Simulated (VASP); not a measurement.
Input of a VASP 6.6.1 run:

INCAR

```
PREC = Accurate ; ENCUT = 600
EDIFF = 1E-6 ; ISMEAR = 0
SIGMA = 0.03 ; LREAL = F
LASPH = T ; NELM = 80
ALGO = Normal ; ISIF = 3
LWAVE = F ; LCHARG = F
GGA = PE ; IBRION = 2
NSW = 90 ; EDIFFG = -0.01
LATTICE_CONSTRAINTS = .TRUE. .TRUE. .FALSE. ; KPAR = 2
```

File KPOINTS:

```
Automatic mesh
0
Gamma
  9 9 1
```

File POSCAR:

```
Si
1.0
    3.7674649300      0.0000000000      0.0000000000
   -1.8837324700      3.2627203400      0.0000000000
    0.0000000000      0.0000000000     18.4440000000
Si
2
Direct
    0.3333333300      0.6666666700      0.5120364300
    0.6666666700      0.3333333300      0.4879635700
```

Potentials or basis: VASP PAW PBE potentials, release 64 (Si).

Command:

```bash
$ cat potpaw_PBE.64/Si/POTCAR > POTCAR
$ mpirun -np 2 vasp_std > vasp.out
```

(1) Predict the relaxed volume.

(2) Predict the relaxed cell.

Results:

(1) 119.43 Å³/atom.

(2) a = 3.867 Å, b = 3.867 Å, c = 18.444 Å, α = 90.00°, β = 90.00°, γ = 120.00°.
